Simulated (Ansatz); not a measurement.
Runs of Ansatz 0.2.0 on Rh. Symmetry: P6_3/mmc, No. 194, hexagonal system. The conventional cell has a = 2.731 Å, b = 2.731 Å, c = 4.428 Å, α = 90.00°, β = 90.00°, γ = 120.00°. Rh (site symmetry -6m2) is surrounded by 12 Rh at 2.72 to 2.73 Å. This isn't the form of Rh at room conditions, which is fcc.

```tsv
task	level	k mesh	cutoff (eV)	mesh quality	gap on the mesh (eV)	pressure (GPa)	V0 of scaled cells (Å³/atom)	B0 (GPa)
single point	PBEsol	11 × 11 × 6	420	not flagged	none	-13.7	-	-
projected density of states	LDA	6 × 6 × 4	420	coarse	none	-19.3	-	-
equation of state	r2SCAN	11 × 11 × 6	500	not flagged	-	-	(c)	(a)
projected density of states	r2SCAN0	6 × 6 × 4	500	coarse	none	-	-	-
equation of state	PBEsol	11 × 11 × 6	420	not flagged	-	-	13.56	(b)
equation of state	PBE0	6 × 6 × 4	420	coarse	-	-	13.50	298
equation of state	HSE06	6 × 6 × 4	420	coarse	-	-	13.51	295
projected density of states	r2SCAN	6 × 6 × 4	500	coarse	none	-9.5	-	-
```

Alike in all rows: potentials or basis Ansatz PAW; no spin polarisation; cell as given; smearing fermi-dirac 0.05 eV.

Estimate the missing entries.

(a) 280; (b) 293; (c) 13.77.

Caveats: some runs use coarse meshes; the PAW data sets come from PBE, with cores solved anew for the run's functional, which leaves a small shift of forces and pressure; the cell was scaled at fixed shape and fractional positions, which overstates the stiffness of a crystal with free parameters, most of all of layers and chains (some runs).

A k mesh can miss the band edges, and the runs leave out spin-orbit coupling on Rh.

A gap of «none» marks a metal or a gap under the smearing width.

Not every run made on this cell is shown here.
